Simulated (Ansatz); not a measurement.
# Si (Fd-3m) in Ansatz: further runs

One crystal, Si, is run at these levels: PBEsol-PBE; tasks: single point, equation of state.

Everything below comes from runs of Ansatz 0.2.0. Logs are shortened: lines on timing, memory, paths and dates and some standing lists are left out, and cuts for length are marked.

### 1 The crystal as given

The structure is cubic, space group Fd-3m (No. 227). Conventional cell: a = 5.444 Å, b = 5.444 Å, c = 5.444 Å, α = 90.00°, β = 90.00°, γ = 90.00°. Around Si (site symmetry -43m) lie 4 Si at 2.36 Å.

### 2 Single point, PBEsol-PBE, collinear spin, ferromagnetic start, 18.95 Å³/atom (volume scaled by 0.94)

input.yaml reads:

```yaml
crystal:
  lattice:
    - [0.0, 2.6662876123, 2.6662876123]
    - [2.6662876123, 0.0, 2.6662876123]
    - [2.6662876123, 2.6662876123, 0.0]
  atoms:
    - { symbol: Si, position: [0.5, 0.5, 0.5], spin: 0.5 }
    - { symbol: Si, position: [0.75, 0.75, 0.75], spin: 0.5 }
kpoints:
  mp_grid: { grid: [8, 8, 8] }
scf:
  occupations: { method: gaussian, width: 0.025 }
hamiltonian:
  xc: { exchange: pbesol, correlation: pbe }
  pseudopotentials: { kind: all_electron, lapw: { basis_error: 0.001 } }
magnetization:
  spin_polarized: true
  initial_magnetization: 1.0
  spin_locking: { lock_magnetization: hard }
output:
  forces: true
  stress: true
  eigenvalues: true
```

Potentials or basis: all-electron LAPW, scalar-relativistic.

Run with:

```console
$ ansatz run input.yaml --threads 1 --pin off --max-ram 2560MiB --backend cpu --events-out ev --progress --plain --runs-dir out
```

Output:

```text
Warning: RAYON_NUM_THREADS=1 ignored (pool sized by the plan → 1); use --threads N
LAPW: plane waves up to 7.806 Å⁻¹, error target 1.0e-3 eV per atom; small_component_spin mean_spin; Si in spheres of 1.155 Å, 12 of its electrons in bands, Dirac shells [] (how accurate: hamiltonian.pseudopotentials.lapw.basis_error, Limitations)
Engine: ansatz 0.2.0, aarch64-unknown-linux-gnu
Pseudopotentials: kind: all_electron
Pseudopotential: Si, LAPW, valence charge 12, lapw/all_electron/scalar/gaussian/Si, Koelling and Harmon's equation, gaussian nucleus
Functional definition: unnamed
  exchange = pbe_x(mu = 0.12345679012345678)
  correlation = pbe_c
Crystal: 2 atoms, lattice volume = 37.910 Å³
Basis set: ecut = 232.1515593786497 eV, 307 PW (Γ), exchange–correlation at level 2
Bands: 17, of which v1, the nominal top of the filled ones, is band 12 counted from 1 (11 counted from 0)
Symmetry: 48 space group operations
Space group: Fd-3m (ITA 227), of the structure as read, at distance tolerance 3.4e-5 Å
Magnetic group: BNS 227.128 (UNI 1630), of the structure as read, at distance tolerance 3.4e-5 Å
k-points: 29 of 512
Non-local potential: Si, projectors of the file, none
Initial density: superposition of atomic densities (chi_scale 0.1, normalization cell)
Starting moments: Σ|m| = 1 μB on 2 of 2 sites
Initial wavefunctions: plane waves of lowest kinetic energy (no species holds an atomic orbital)
Functional: x = pbesol(κ = 0.804, μ = 0.12345679012345678), c = pbe(β = 0.06672455060314922)
iter 1 solved again at ethr=1.62e-3 eV; its pass at ethr=1.00e-1 eV (dr2=3.89e-1 eV) is discarded
SCF iter   1: F=—  HF=-15750.287406 eV  |F-HF|=—  |Δ(HF+E_count)|=         —  Δρ=1.86e-2 (↑1.86e-2 ↓1.56e-2)  dr2=3.90e-1  dr2_m=1.05e-3  M=1.000 μB ∫|m|=1.000 μB  β_m=0.30  ethr=1.62e-3  ⟨swp⟩=2.2  Hψ=6909  notcnv=0
preconditioner: auto → none  [insulator: Δε(μ)=0.025 eV  Ē_g=10.646 eV  σ=0.025 eV  W_gap=0.50  n_scr=14 (ndim 8)  ℏωp=17.1 eV  f_vac=0.000  D(μ)=2.28/eV (n_scr^D=14)  ε∞_Penn≈3.6]
SCF iter   2: F=—  HF=-15750.211776 eV  |F-HF|=—  |Δ(HF+E_count)|=   7.56e-2  Δρ=1.21e-2 (↑1.21e-2 ↓1.02e-2)  dr2=1.56e-1  dr2_m=4.63e-4  M=1.000 μB ∫|m|=1.000 μB  β_m=0.56  ethr=1.62e-3  ⟨swp⟩=2.0  Hψ=2754  notcnv=0
iter 3 solved again at ethr=1.13e-6 eV; its pass at ethr=6.49e-4 eV (dr2=2.71e-4 eV) is discarded
SCF iter   3: F=—  HF=-15750.162668 eV  |F-HF|=—  |Δ(HF+E_count)|=   4.91e-2  Δρ=6.38e-4 (↑5.78e-4 ↓6.38e-4)  dr2=2.74e-4  dr2_m=4.51e-6  M=1.000 μB ∫|m|=1.000 μB  β_m=0.69  ethr=1.13e-6  ⟨swp⟩=3.0  Hψ=5093  notcnv=0
SCF iter   4: F=—  HF=-15750.162672 eV  |F-HF|=—  |Δ(HF+E_count)|=         —  Δρ=6.26e-5 (↑3.64e-5 ↓6.26e-5)  dr2=1.22e-6  dr2_m=3.16e-7  M=1.000 μB ∫|m|=1.000 μB  β_m=0.71  ethr=1.13e-6  ⟨swp⟩=2.4  Hψ=2496  notcnv=0
the basis was enlarged: its passes take 468.0 KiB over the memory plan, 2 of 2 planned eigensolver slots
SCF iter   5: F=—  HF=-15750.162678 eV  |F-HF|=—  |Δ(HF+E_count)|=   6.00e-6  Δρ=1.21e-5 (↑9.55e-6 ↓1.21e-5)  dr2=6.13e-9  dr2_m=3.90e-8  M=1.000 μB ∫|m|=1.000 μB  β_m=0.85  ethr=5.08e-9  ⟨swp⟩=3.0  Hψ=2696  notcnv=0
SCF iter   6: F=—  HF=-15750.162679 eV  |F-HF|=—  |Δ(HF+E_count)|=   5.54e-7  Δρ=1.37e-6 (↑1.18e-6 ↓1.37e-6)  dr2=8.18e-10  dr2_m=4.62e-10  M=1.000 μB ∫|m|=1.000 μB  β_m=0.79  ethr=2.55e-11  ⟨swp⟩=3.8  Hψ=2785  notcnv=0
SCF iter   7: F=-15750.162679 eV  HF=-15750.162679 eV  |F-HF|=2.22e-10  |Δ(HF+E_count)|=   2.12e-9  Δρ=3.12e-7 (↑3.12e-7 ↓1.62e-7)  dr2=6.82e-12  dr2_m=1.87e-11  M=1.000 μB ∫|m|=1.000 μB  ethr=3.41e-12  ⟨swp⟩=3.0  Hψ=2697  notcnv=0
SCF 1 converged in 7 iterations: F = -15750.162679 eV  dr2 = 6.82e-12
SCF converged after 7 iterations
Stability checked in part: among states of this total moment the steps that led to this state did not find it unstable. No probe was made; neither looks for a lower state of another moment (fixed_total_moment; see scf.lower_state_search)
Magnetization: 1.0000 μB (12.5000 up, 11.5000 down)
Absolute magnetization: 1.0000 μB (∫|ρ↑−ρ↓|)
Spin contamination: 0.0000 ħ² per cell (⟨S²⟩ above its minimum at these occupations)
Per-site moments (μB) at R_I (Å): [(0.25694723776484896, 1.1545363858198388), (0.25694723776484896, 1.1545363858198388)]
Free energy (F): -15750.162679 eV
Harris-Foulkes:  -15750.162679 eV  (|F-HF|=2.22e-10)
Internal energy: -15750.161988 eV  (E = F + TS)
E sigma→0 (E₀):  -15750.162333 eV
Entropy (-TS):   -0.000691 eV (-0.345 meV/atom)
Fermi energy:    8.204266 (↑ 9.867089, ↓ 6.541444) eV
--- Per-component energies (eV) ---
  E_band       = -1460.757806
  E_kinetic    = 15797.733737
  E_xc         = -1102.332203
  E_electrostatic = -30445.563522  (all electrons and nuclei)
  E_smearing   = -0.000691  (= −TS)
  E_closure    = 0.000000  (closes the sum)
  E_atoms      = -15739.684982  (free atoms, spherical and without spin; not in F)
  Σ components = -15750.162679   (vs F -15750.162679, Δ=0.00e0)
  Basis errors (estimates in eV, not in F): energy 4.7e-4 per atom: plane waves 4.5e-4 (2.7e-4 summed), levels above the bands 0.0e0, relativity 1.3e-8, radial functions 2.4e-5, core shells 1.8e-14; eigenvalues (radial functions only) 8.8e-7; not estimated: angular momenta, meshes, grids; target (lapw.basis_error) 1.0e-3; muffin-tin radii Si 1.155 Å
--- Forces (eV/Å), atoms counted from 1 ---
  atom   1  Si     0.00000000    -0.00000000    -0.00000000
  atom   2  Si     0.00000000     0.00000000     0.00000000
  max |Σ_I F_I| component: 2.31e-18 eV/Å
--- Stress (GPa, compression-positive) ---
        5.523076      -0.000000       0.000000
       -0.000000       5.523076       0.000000
        0.000000       0.000000       5.523076
  P = ⅓ Tr σ = 5.5231 GPa (55.231 kbar)
--- Band table (eV; the first three rows and the last of 58) ---
  k-point 0 ↑: bands = ["-125.5759", "-125.5657", "-81.8198", "-81.8198", "-81.8198", "-81.7986", "-81.7986", "-81.7986", "-4.6826", "7.6668", "7.6668", "7.6668", "10.2670", "10.2670", "10.2670", "11.6545", "15.4576"]
  k-point 1 ↑: bands = ["-125.5757", "-125.5660", "-81.8201", "-81.8201", "-81.8196", "-81.7989", "-81.7983", "-81.7983", "-4.4681", "6.0452", "7.3640", "7.3640", "10.2968", "10.7127", "10.7127", "12.8721", "14.9296"]
  k-point 2 ↑: bands = ["-125.5749", "-125.5668", "-81.8207", "-81.8207", "-81.8189", "-81.7996", "-81.7977", "-81.7977", "-3.8406", "3.6281", "6.8767", "6.8767", "9.8459", "11.2243", "11.2243", "14.8878", "14.8878"]
  k-point 28 ↓: bands = ["-125.5158", "-125.5158", "-81.7540", "-81.7540", "-81.7404", "-81.7404", "-81.7268", "-81.7268", "0.3910", "0.3910", "4.0978", "4.0978", "12.4249", "12.4249", "13.3776", "13.3776", "19.0960"]
```

Run time: 5.8 s. Hardware: 1 thread of Arm Neoverse V2, shared host; peak memory 0.27 GiB.

Results:

```
Free energy     : -15750.1627 eV
Pressure        : 5.5 GPa
Absolute moment : 1.00 μB per cell
Site moments    : Si +0.26 μB
```

Caveat: the total moment is fixed, so each spin has its own Fermi level.

### 3 Single point, PBEsol-PBE, collinear spin, ferromagnetic start, 19.36 Å³/atom (volume scaled by 0.96)

input.yaml, as its differences from that of step 2:

```diff
@@ -2,5 +2,5 @@
   lattice:
-    - [0.0, 2.6662876123, 2.6662876123]
-    - [2.6662876123, 0.0, 2.6662876123]
-    - [2.6662876123, 2.6662876123, 0.0]
+    - [0.0, 2.6850649043, 2.6850649043]
+    - [2.6850649043, 0.0, 2.6850649043]
+    - [2.6850649043, 2.6850649043, 0.0]
   atoms:
```

Potentials or basis: all-electron LAPW, scalar-relativistic.

Run with:

```console
$ ansatz run input.yaml --threads 1 --pin off --max-ram 2560MiB --backend cpu --events-out ev --progress --plain --runs-dir out
```

Wall time 6 s (1 thread of Arm Neoverse V2, shared host); peak memory 0.27 GiB.

It converged, with:

```yaml
Free_energy: -15750.1848 eV
Pressure: 3.3 GPa
Absolute_moment: 1.00 μB per cell
Site_moments: Si +0.26 μB
```

Caveat: the total moment is fixed, so each spin has its own Fermi level.

### 4 Single point, PBEsol-PBE, collinear spin, ferromagnetic start, 19.76 Å³/atom (volume scaled by 0.98)

input.yaml, as its differences from that of step 3:

```diff
@@ -2,5 +2,5 @@
   lattice:
-    - [0.0, 2.6850649043, 2.6850649043]
-    - [2.6850649043, 0.0, 2.6850649043]
-    - [2.6850649043, 2.6850649043, 0.0]
+    - [0.0, 2.7035831784, 2.7035831784]
+    - [2.7035831784, 0.0, 2.7035831784]
+    - [2.7035831784, 2.7035831784, 0.0]
   atoms:
```

Run with:

```console
$ ansatz run input.yaml --threads 1 --pin off --max-ram 2560MiB --backend cpu --events-out ev --progress --plain --runs-dir out
```

It took 5.7 s on 1 thread of Arm Neoverse V2, shared host; peak memory 0.27 GiB.

The run converged. Its results:

| Item | Value |
| --- | --- |
| Free energy | -15750.1962 eV |
| Pressure | 1.3 GPa |
| Absolute moment | 1.00 μB per cell |
| Site moments | Si +0.26 μB |

Caveat: the total moment is fixed, so each spin has its own Fermi level.

### 5 Single point, PBEsol-PBE, collinear spin, ferromagnetic start, 20.16 Å³/atom

input.yaml, as its differences from that of step 4:

```diff
@@ -2,5 +2,5 @@
   lattice:
-    - [0.0, 2.7035831784, 2.7035831784]
-    - [2.7035831784, 0.0, 2.7035831784]
-    - [2.7035831784, 2.7035831784, 0.0]
+    - [0.0, 2.7218511865, 2.7218511865]
+    - [2.7218511865, 0.0, 2.7218511865]
+    - [2.7218511865, 2.7218511865, 0.0]
   atoms:
```

Run with:

```console
$ ansatz run input.yaml --threads 1 --pin off --max-ram 2560MiB --backend cpu --events-out ev --progress --plain --runs-dir out
```

Wall time 5.8 s (1 thread of Arm Neoverse V2, shared host); peak memory 0.27 GiB.

The run converged. Its results:

```
Free energy     : -15750.1982 eV
Pressure        : -0.5 GPa
Absolute moment : 1.00 μB per cell
Site moments    : Si +0.26 μB
```

Caveat: the total moment is fixed, so each spin has its own Fermi level.

### 6 Single point, PBEsol-PBE, collinear spin, ferromagnetic start, 20.57 Å³/atom (volume scaled by 1.02)

input.yaml, as its differences from that of step 5:

```diff
@@ -2,5 +2,5 @@
   lattice:
-    - [0.0, 2.7218511865, 2.7218511865]
-    - [2.7218511865, 0.0, 2.7218511865]
-    - [2.7218511865, 2.7218511865, 0.0]
+    - [0.0, 2.7398772164, 2.7398772164]
+    - [2.7398772164, 0.0, 2.7398772164]
+    - [2.7398772164, 2.7398772164, 0.0]
   atoms:
```

Potentials or basis: all-electron LAPW, scalar-relativistic.

Run with:

```console
$ ansatz run input.yaml --threads 1 --pin off --max-ram 2560MiB --backend cpu --events-out ev --progress --plain --runs-dir out
```

Wall time 5.8 s (1 thread of Arm Neoverse V2, shared host); peak memory 0.27 GiB.

Results (log left out):

```
Free energy     : -15750.1917 eV
Pressure        : -2.0 GPa
Absolute moment : 1.00 μB per cell
Site moments    : Si +0.26 μB
```

Caveat: the total moment is fixed, so each spin has its own Fermi level.

### 7 Single point, PBEsol-PBE, collinear spin, ferromagnetic start, 20.97 Å³/atom (volume scaled by 1.04)

input.yaml, as its differences from that of step 6:

```diff
@@ -2,5 +2,5 @@
   lattice:
-    - [0.0, 2.7398772164, 2.7398772164]
-    - [2.7398772164, 0.0, 2.7398772164]
-    - [2.7398772164, 2.7398772164, 0.0]
+    - [0.0, 2.7576691254, 2.7576691254]
+    - [2.7576691254, 0.0, 2.7576691254]
+    - [2.7576691254, 2.7576691254, 0.0]
   atoms:
```

Run with:

```console
$ ansatz run input.yaml --threads 1 --pin off --max-ram 2560MiB --backend cpu --events-out ev --progress --plain --runs-dir out
```

Wall time 5.6 s (1 thread of Arm Neoverse V2, shared host); peak memory 0.27 GiB.

The run converged. Its results:

```
Free energy     : -15750.1779 eV
Pressure        : -3.4 GPa
Absolute moment : 1.00 μB per cell
Site moments    : Si +0.26 μB
```

Caveat: the total moment is fixed, so each spin has its own Fermi level.

### 8 Single point, PBEsol-PBE, collinear spin, ferromagnetic start, 21.37 Å³/atom (volume scaled by 1.06)

input.yaml, as its differences from that of step 7:

```diff
@@ -2,5 +2,5 @@
   lattice:
-    - [0.0, 2.7576691254, 2.7576691254]
-    - [2.7576691254, 0.0, 2.7576691254]
-    - [2.7576691254, 2.7576691254, 0.0]
+    - [0.0, 2.7752343705, 2.7752343705]
+    - [2.7752343705, 0.0, 2.7752343705]
+    - [2.7752343705, 2.7752343705, 0.0]
   atoms:
```

Run with:

```console
$ ansatz run input.yaml --threads 1 --pin off --max-ram 2560MiB --backend cpu --events-out ev --progress --plain --runs-dir out
```

Run time: 5.6 s. Hardware: 1 thread of Arm Neoverse V2, shared host; peak memory 0.27 GiB.

It converged, with:

| Item | Value |
| --- | --- |
| Free energy | -15750.1575 eV |
| Pressure | -4.7 GPa |
| Absolute moment | 1.00 μB per cell |
| Site moments | Si +0.27 μB |

Caveat: the total moment is fixed, so each spin has its own Fermi level.

### 9 Equation of state, PBEsol-PBE, collinear spin, ferromagnetic start

Potentials or basis: all-electron LAPW, scalar-relativistic.

No new run: the results of the series are fitted here.

What came out:

| Property | Result |
| --- | --- |
| Equilibrium volume | 20.05 Å³/atom |
| Bulk modulus | 86 GPa |
| Pressure derivative of the bulk modulus | 5.0 |

Energy against volume, from the lowest point:
```csv
volume (Å³/atom),energy (meV/atom)
18.955,17.74
19.358,6.69
19.761,0.98
20.165,0.00
20.568,3.22
20.971,10.13
21.375,20.35
```

Caveat: the total moment is fixed, so each spin has its own Fermi level.
